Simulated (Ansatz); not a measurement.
Relaxed-ion elastic tensor of RuO$_{2}$ (rutile, P4_2/mnm) in GPa (Voigt order), r²SCAN in the plane-wave PAW code Ansatz; density 7.09 g/cm³, 10.39 Å³ per atom.

```
324  269  210  0.0  0.0  0.0
269  324  210  0.0  0.0  0.0
210  210  575  0.0  0.0  0.0
0.0  0.0  0.0  122  0.0  0.0
0.0  0.0  0.0  0.0  122  0.0
0.0  0.0  0.0  0.0  0.0  239
```

**Question.** Is the crystal mechanically stable?

**Answer.** Yes: the smallest eigenvalue of C is 54.9 GPa.

**Question.** Work out the Voigt, Reuss and Hill averages.

**Answer.** K_V = 289, K_R = 280, K_H = 285; G_V = 132, G_R = 78.3, G_H = 105 GPa.

**Question.** Give Young's modulus, Poisson's ratio, Pugh's ratio and the universal anisotropy index.

**Answer.** E = 9KG/(3K + G) = 281 GPa; ν = 0.34; K/G = 2.70 (ductile by the Pugh limit of 1.75); A_U = 5G_V/G_R + K_V/K_R − 6 = 3.48.

**Question.** Estimate the sound speeds and the Debye temperature.

**Answer.** v_l = √((K + 4G/3)/ρ) = 7740 m/s, v_t = √(G/ρ) = 3850 m/s, mean 4320 m/s; Θ = (h/k)(3n/4πV)^(1/3) v_m = 590 K.

**Question.** How much does each axis shrink under pressure?

**Answer.** Linear compressibilities β_i = Σ_j S_ij (j = 1 to 3): x 1.4, y 1.4, z 0.68 per TPa.

Symmetry was held in the r²SCAN relaxation; of distortions, only those at the zone centre were tested. The run is not spin-polarised. As this level gives no gap, shear constants depend on the k-mesh and smearing (Fermi–Dirac, 0.1 eV here).

Potentials: the later of the program's two PAW sets.
